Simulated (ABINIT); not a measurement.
Crystal: Mo.

```
Mo
1.0
    -1.58381    1.58381    1.58381
     1.58381   -1.58381    1.58381
     1.58381    1.58381   -1.58381
Mo
1
Direct
  0.00000 0.00000 0.00000
```

Base run:

- Program: ABINIT 10.8.3 (patched build)
- Functional: LDA
- Potentials or basis: JTH PAW PBE v2.0
- Cutoff: 490 eV
- k mesh: 12 × 12 × 12
- Occupations: fermi-dirac, width 0.05 eV
- Spin: no spin polarisation

Its results: band gap on the k mesh none (metal or under the smearing width); pressure -13.2 GPa.

**Question.** After a change of settings the same cell gave: band gap on the k mesh none (metal or under the smearing width); pressure -9.0 GPa. Which change was it?
A. functional from LDA to PBEsol
B. functional from LDA to AM05
C. functional from LDA to revPBE
D. functional from LDA to r2SCAN

**Answer.** A.

PBEsol binds less tightly than LDA, so the same cell stands under more pressure.

Caveats: the PAW data sets were made with another functional, which shifts forces and pressure a little.

Runs at the PBE level aren't shown here.
